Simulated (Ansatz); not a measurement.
# Si3N4: the cost of one run

Computed with Ansatz 0.2.0 (DFT PBE, scalar-relativistic, plane waves, PAW, unless a step's input says otherwise).

### Step 1. The starting structure

It takes space group Fm-3m (No. 225, cubic). Conventional cell: a = 8.350 Å, b = 8.350 Å, c = 8.350 Å, α = 90.00°, β = 90.00°, γ = 90.00°. Around Si (site symmetry mmm) lie 4 N at 1.74 Å. N (site symmetry 3m) is surrounded by 3 Si at 1.74 Å.

Coordinates:

```xyz
14
Lattice="0.0000 4.1752 4.1752 4.1752 0.0000 4.1752 4.1752 4.1752 0.0000" Properties=species:S:1:pos:R:3 pbc="T T T"
Si    2.0876    4.1752    2.0876
Si    0.0000    2.0876    2.0876
Si    2.0876    2.0876    0.0000
Si    2.0876    0.0000    2.0876
Si    4.1752    2.0876    2.0876
Si    2.0876    2.0876    4.1752
N     5.3646    7.1611    5.3646
N     1.1894    1.1894    1.1894
N     7.1611    7.1611    7.1611
N     1.1894    2.9859    2.9859
N     5.3646    5.3646    7.1611
N     7.1611    5.3646    5.3646
N     2.9859    2.9859    1.1894
N     2.9859    1.1894    2.9859
```

Recipe of the guess: 3-, 4-connected net, the two elements on its two kinds of vertex (Fm-3m, No. 225). Its size is a rough estimate.

### Step 2. The guess as it stands, on a coarse mesh

input.yaml

```yaml
crystal:
  lattice:
    - [0.0, 4.17523004, 4.17523004]
    - [4.17523004, 0.0, 4.17523004]
    - [4.17523004, 4.17523004, 0.0]
  atoms:
    - { symbol: Si, position: [0.5, 0.0, 0.5] }
    - { symbol: Si, position: [0.5, 0.0, 0.0] }
    - { symbol: Si, position: [0.0, 0.0, 0.5] }
    - { symbol: Si, position: [0.0, 0.5, 0.0] }
    - { symbol: Si, position: [0.0, 0.5, 0.5] }
    - { symbol: Si, position: [0.5, 0.5, 0.0] }
    - { symbol: "N", position: [0.857569, 0.427293, 0.857569] }
    - { symbol: "N", position: [0.142431, 0.142431, 0.142431] }
    - { symbol: "N", position: [0.857569, 0.857569, 0.857569] }
    - { symbol: "N", position: [0.572707, 0.142431, 0.142431] }
    - { symbol: "N", position: [0.857569, 0.857569, 0.427293] }
    - { symbol: "N", position: [0.427293, 0.857569, 0.857569] }
    - { symbol: "N", position: [0.142431, 0.142431, 0.572707] }
    - { symbol: "N", position: [0.142431, 0.572707, 0.142431] }
basis:
  ecutwfc: 420
kpoints:
  mp_grid: { grid: [4, 4, 4] }
hamiltonian:
  xc: pbe
scf:
  occupations: { method: gaussian, width: 0.1 }
  lower_state_search: "off"
output:
  forces: true
  stress: true
  eigenvalues: true
```

The run is started by

```bash
> ansatz run input.yaml --threads 1 --pin off --max-ram 2560MiB --backend cpu --events-out ev --progress --plain --runs-dir out
```

What time and memory should one allow on 1 thread of Intel Xeon Platinum 8259CL at 2.50GHz (Skylake/Cascade Lake), shared host?

About 3.4 s, with a peak of 0.44 GiB.
